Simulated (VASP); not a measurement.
# TaSi2 (P6_422) in VASP: notebook

The runs below take TaSi2 through electric field gradients, core levels, phonons, optical spectrum, with PBEsol, PBE.

All numbers are computed with VASP 6.6.1; they aren't measurements. Logs are shortened: lines on timing, memory, paths and dates and some standing lists are left out, and cuts for length are marked.

### Step 1. The crystal as given

The structure is hexagonal, space group P6_422 (No. 181). Conventional cell: a = 4.784 Å, b = 4.784 Å, c = 6.570 Å, α = 90.00°, β = 90.00°, γ = 120.00°. Ta (site symmetry 222) is surrounded by 10 Si at 2.61 to 2.83 Å. Around Si (site symmetry 2) lie 5 Si at 2.56 to 2.83 Å and 5 Ta at 2.61 to 2.83 Å.

### Step 2. Electric field gradients, PBEsol

INCAR reads:

```
SYSTEM = TaSi2
PREC = Accurate ; ENCUT = 520
EDIFF = 1E-8 ; ISMEAR = 0
SIGMA = 0.02 ; LREAL = .False.
LASPH = .True. ; NELM = 60
ALGO = Fast ; ISIF = 2
LWAVE = .False. ; LCHARG = .False.
GGA = PS ; LEFG = .True.
```

KPOINTS reads:

```
regular mesh
0
Gamma
  5 5 3
  0 0 0
```

POSCAR reads:

```
TaSi2
1.0
    4.7839000000      0.0000000000      0.0000000000
   -2.3919500000      4.1429789292      0.0000000000
    0.0000000000      0.0000000000      6.5700000000
Ta Si
3 6
Direct
    0.0000000000      0.5000000000      0.3333333333
    0.5000000000      0.5000000000      0.6666666667
    0.5000000000      0.0000000000      0.0000000000
    0.3179400000      0.1589700000      0.3333333333
    0.1589700000      0.8410300000      0.6666666667
    0.8410300000      0.6820600000      0.0000000000
    0.6820600000      0.8410300000      0.3333333333
    0.8410300000      0.1589700000      0.6666666667
    0.1589700000      0.3179400000      0.0000000000
```

Potentials or basis: VASP PAW PBE potentials, release 64 (Ta_pv, Si).

The run is started by

```
> cat potpaw_PBE.64/Ta_pv/POTCAR potpaw_PBE.64/Si/POTCAR > POTCAR
> mpirun -np 1 vasp_std > vasp.out
```

OUTCAR:

```text
SYSTEM = TaSi2
   PREC = Accurate
   ENCUT = 520
   EDIFF = 1E-8
   ISMEAR = 0
   LREAL = .False.
   LASPH = .True.
   NELM = 60
   ISIF = 2
   GGA = PS

 ion  position               nearest neighbor table
   1  0.000  0.500  0.333-   6 2.61   9 2.61   8 2.61   5 2.61   4 2.73   7 2.73   4 2.73   7 2.73
                             7 2.83   4 2.83   3 3.24   3 3.24   2 3.24   2 3.24
   2  0.500  0.500  0.667-   6 2.61   9 2.61   7 2.61   4 2.61   5 2.73   8 2.73   5 2.73   8 2.73
                             8 2.83   5 2.83   3 3.24   3 3.24   1 3.24   1 3.24
   3  0.500  0.000  0.000-   4 2.61   7 2.61   5 2.61   8 2.61   9 2.73   6 2.73   9 2.73   6 2.73
                             9 2.83   6 2.83   2 3.24   1 3.24   2 3.24   1 3.24
   4  0.318  0.159  0.333-   9 2.56   5 2.56   3 2.61   2 2.61   7 2.63   1 2.73   1 2.73   1 2.83
                             7 2.83   7 2.83
   5  0.159  0.841  0.667-   6 2.56   4 2.56   3 2.61   1 2.61   8 2.63   2 2.73   2 2.73   2 2.83
                             8 2.83   8 2.83
   6  0.841  0.682  0.000-   5 2.56   7 2.56   1 2.61   2 2.61   9 2.63   3 2.73   3 2.73   3 2.83
                             9 2.83   9 2.83
   7  0.682  0.841  0.333-   6 2.56   8 2.56   3 2.61   2 2.61   4 2.63   1 2.73   1 2.73   1 2.83
                             4 2.83   4 2.83
   8  0.841  0.159  0.667-   9 2.56   7 2.56   3 2.61   1 2.61   5 2.63   2 2.73   2 2.73   2 2.83
                             5 2.83   5 2.83
   9  0.159  0.318  0.000-   8 2.56   4 2.56   1 2.61   2 2.61   6 2.63   3 2.73   3 2.73   3 2.83
                             6 2.83   6 2.83

  LATTYP: Found a hexagonal cell.
 ALAT       =     4.7839000000
 C/A-ratio  =     1.3733564665

  Lattice vectors:

 A1 = (   4.7839000000,   0.0000000000,   0.0000000000)
 A2 = (  -2.3919500000,   4.1429789292,   0.0000000000)
 A3 = (   0.0000000000,   0.0000000000,   6.5700000000)

Analysis of symmetry for initial positions (statically):
=====================================================================
 Subroutine PRICEL returns:
 Original cell was already a primitive cell.

 Routine SETGRP: Setting up the symmetry group for a
 hexagonal supercell.

 Subroutine GETGRP returns: Found 12 space group operations
 (whereof  4 operations were pure point group operations)
 out of a pool of 24 trial point group operations.

The static configuration has the point symmetry D_2 .
 The point group associated with its full space group is D_6 .

Analysis of symmetry for dynamics (positions and initial velocities):
=====================================================================
 Subroutine PRICEL returns:
 Original cell was already a primitive cell.

 Routine SETGRP: Setting up the symmetry group for a
 hexagonal supercell.

 Subroutine GETGRP returns: Found 12 space group operations
 (whereof  4 operations were pure point group operations)
 out of a pool of 24 trial point group operations.

The dynamic configuration has the point symmetry D_2 .
 The point group associated with its full space group is D_6 .

 Subroutine INISYM returns: Found 12 space group operations
 (whereof  4 operations are pure point group operations),
 and found     1 'primitive' translations

----------------------------------------------------------------------------------------

                                     Primitive cell

  volume of cell :     130.2148

  direct lattice vectors                    reciprocal lattice vectors
     4.783900000  0.000000000  0.000000000     0.209034470  0.120686107  0.000000000
    -2.391950000  4.142978929  0.000000000     0.000000000  0.241372215  0.000000000
     0.000000000  0.000000000  6.570000000     0.000000000  0.000000000  0.152207002

  length of vectors
     4.783900000  4.783900000  6.570000000     0.241372215  0.241372215  0.152207002

  position of ions in fractional coordinates (direct lattice)
     0.000000000  0.500000000  0.333333333
     0.500000000  0.500000000  0.666666667
     0.500000000  0.000000000  0.000000000
     0.317940000  0.158970000  0.333333333
     0.158970000  0.841030000  0.666666667
     0.841030000  0.682060000  0.000000000
     0.682060000  0.841030000  0.333333333
     0.841030000  0.158970000  0.666666667
     0.158970000  0.317940000  0.000000000

  ion indices of the primitive-cell ions
   primitive index   ion index
[... 85 lines left out ...]
     AMIX     =   0.40;   BMIX     =  1.00
     AMIX_MAG =   1.60;   BMIX_MAG =  1.00
  volume/ion in A,a.u.               =      14.47        97.64
  Fermi-wavevector in a.u.,A,eV,Ry     =   1.243025  2.348976 21.022500  1.545110
  Thomas-Fermi vector in A             =   2.377353
   LORBIT       =      0    0 simple, 1 ext, 2 COOP (PROOUT), +10 PAW based schemes
   GGA     = PS    functional components
   LHFCALC =     F    Hartree Fock is set to
   AEXX    =    0.0000 exact exchange contribution
   IVDW    =     0    specifies the selected vdW correction
   LEPSILON=     F    determine dielectric tensor
   LRPA    =     F    only Hartree local field effects (RPA)
 non-spin polarized calculation
 RMM-DIIS sequential band-by-band and
 Gauss-broadening in eV      SIGMA  =   0.02
  energy-cutoff  :      520.00
  volume of cell :      130.21
 maximum number of plane-waves:      3523
 NGX is ok and might be reduce to    36
   NGX = 17   NGY = 17   NGZ = 25

 number of electron      57.0000004 magnetization

 Free energy of the ion-electron system (eV)
  ---------------------------------------------------
  ext. energy  EPLUGINS =         0.00000000
  ---------------------------------------------------
  free energy    TOTEN  =       -77.29419247 eV

  energy without entropy =      -77.29326088  energy(sigma->0) =      -77.29372667

 E-fermi :   9.2472     XC(G=0): -12.1504

 val. band max:        9.2309595491   @ k =   0.4000   0.2000   0.3333
 cond. band min:       9.3328221143   @ k =   0.2000   0.0000   0.3333
 fundamental gap:      0.1018625651
 Fermi energy:         9.2472279460

 k-point     1 :       0.0000    0.0000    0.0000
  band No.  band energies     occupation
      1     -25.0503      2.00000
      2     -25.0503      2.00000
      3     -25.0416      2.00000
      4     -24.9633      2.00000
      5     -24.9633      2.00000
      6     -24.8870      2.00000
[... 359 lines left out ...]
     33      11.7735      0.00000
     34      11.8945      0.00000

------------------------ aborting loop because EDIFF is reached ----------------------------------------

  FORCE on cell =-STRESS in cart. coord.  units (eV):
  Direction    XX          YY          ZZ          XY          YZ          ZX
  --------------------------------------------------------------------------------------
  -------------------------------------------------------------------------------------
  Total       -1.0308133     -1.0308133     -2.5382245     -0.0000000      0.0000000      0.0000000
  in kB      -12.6832454    -12.6832454    -31.2306072     -0.0000000      0.0000000      0.0000000
  external PRESSURE =     -18.8656993 kB  Pullay stress =       0.0000000 kB

 VOLUME and BASIS-vectors are now :
 -----------------------------------------------------------------------------
  energy-cutoff  :      520.00
  volume of cell :      130.21
      direct lattice vectors                 reciprocal lattice vectors
     4.783900000  0.000000000  0.000000000     0.209034470  0.120686107  0.000000000
    -2.391950000  4.142978929  0.000000000     0.000000000  0.241372215  0.000000000
     0.000000000  0.000000000  6.570000000     0.000000000  0.000000000  0.152207002

 POSITION                                       TOTAL-FORCE (eV/Angst)
 -----------------------------------------------------------------------------------
     -1.19598      2.07149      2.19000        -0.000000     -0.000000      0.000000
      1.19598      2.07149      4.38000        -0.000000     -0.000000      0.000000
      2.39195      0.00000      0.00000        -0.000000     -0.000000     -0.000000
      1.14074      0.65861      2.19000        -0.019646     -0.011342     -0.000000
     -1.25121      3.48437      4.38000        -0.019646      0.011342     -0.000000
      2.39195      2.82576      0.00000        -0.000000      0.022685     -0.000000
      1.25121      3.48437      2.19000         0.019646      0.011342     -0.000000
      3.64316      0.65861      4.38000         0.019646     -0.011342     -0.000000
     -0.00000      1.31722      0.00000        -0.000000     -0.022685     -0.000000
 -----------------------------------------------------------------------------------
    total drift:                               -0.000000      0.000000      0.000000

  FREE ENERGIE OF THE ION-ELECTRON SYSTEM (eV)
  ---------------------------------------------------
  free  energy   TOTEN  =       -77.2941924673 eV

  energy  without entropy=      -77.2932608806  energy(sigma->0) =      -77.29372667

 Electric field gradients (V/A^2)
---------------------------------------------------------------------
 ion       V_xx      V_yy      V_zz      V_xy      V_xz      V_yz
---------------------------------------------------------------------
   1      27.315   -26.859    -0.456    46.917     0.000     0.000
   2      27.315   -26.859    -0.456   -46.916    -0.000     0.000
   3     -53.947    54.403    -0.456     0.001    -0.000     0.000
   4       4.882     2.973    -7.856     1.653    12.489   -21.632
   5       4.882     2.973    -7.855    -1.653   -12.489   -21.632
   6       2.019     5.837    -7.856     0.000   -24.978    -0.000
   7       4.882     2.973    -7.856     1.653   -12.489    21.632
   8       4.882     2.973    -7.855    -1.653    12.489    21.632
   9       2.019     5.837    -7.856     0.000    24.978     0.000
---------------------------------------------------------------------

 Electric field gradients after diagonalization (V/A^2)
 (convention: |V_zz| > |V_xx| > |V_yy|)
----------------------------------------------------------------------
 ion       V_xx      V_yy      V_zz     asymmetry (V_yy - V_xx)/ V_zz
----------------------------------------------------------------------
   1     -53.947    -0.456    54.403       0.983
   2     -53.946    -0.456    54.402       0.983
   3     -53.947    -0.456    54.403       0.983
   4      22.543     5.837   -28.380       0.589
   5      22.543     5.837   -28.380       0.589
   6      22.543     5.837   -28.380       0.589
   7      22.543     5.837   -28.380       0.589
   8      22.543     5.837   -28.380       0.589
   9      22.543     5.837   -28.380       0.589
----------------------------------------------------------------------

           NMR quadrupolar parameters

 Cq : quadrupolar parameter    Cq=e*Q*V_zz/h
 eta: asymmetry parameters     (V_yy - V_xx)/ V_zz
 Q  : nuclear electric quadrupole moment in mb (millibarn)
----------------------------------------------------------------------
 ion       Cq(MHz)       eta       Q (mb)
----------------------------------------------------------------------
   1       0.132       0.983       1.000
   2       0.132       0.983       1.000
   3       0.132       0.983       1.000
   4      -0.069       0.589       1.000
   5      -0.069       0.589       1.000
   6      -0.069       0.589       1.000
   7      -0.069       0.589       1.000
   8      -0.069       0.589       1.000
   9      -0.069       0.589       1.000
----------------------------------------------------------------------
```

Wall time 81 s (1 thread of Intel Xeon Platinum 8259CL at 2.50GHz (Skylake/Cascade Lake), shared host); peak memory 0.25 GiB.

What came out:

| Property | Result |
| --- | --- |
| Free energy | -77.2942 eV |
| Pressure | -1.9 GPa |
| Largest force | 0.023 eV/Å |
| Band gap on the k mesh | none (metal or under the smearing width) |

Forces in eV/Å, atoms in the order of the input:
```
Ta   0.000  0.000  0.000
Ta   0.000  0.000  0.000
Ta   0.000  0.000  0.000
Si  -0.020 -0.011  0.000
Si  -0.020  0.011  0.000
Si   0.000  0.023  0.000
Si   0.020  0.011  0.000
Si   0.020 -0.011  0.000
Si   0.000 -0.023  0.000
```

Stress tensor (GPa, compression positive):
```
-1.27  0.00  0.00
 0.00 -1.27  0.00
 0.00  0.00 -3.12
```

Electric field gradients, principal values (V/Å²):
| atom | Vxx | Vyy | Vzz |
| --- | --- | --- | --- |
| 1 Ta | -0.456 | -53.947 | 54.403 |
| 2 Ta | -0.456 | -53.946 | 54.402 |
| 3 Ta | -0.456 | -53.947 | 54.403 |
| 4 Si | 5.837 | 22.543 | -28.380 |
| 5 Si | 5.837 | 22.543 | -28.380 |
| 6 Si | 5.837 | 22.543 | -28.380 |
| 7 Si | 5.837 | 22.543 | -28.380 |
| 8 Si | 5.837 | 22.543 | -28.380 |
| 9 Si | 5.837 | 22.543 | -28.380 |

Caveat: the PAW data sets were made with another functional, which shifts forces and pressure a little. The run has no spin-orbit coupling, so splittings on Ta are missing.

[end of part 1 of 3]
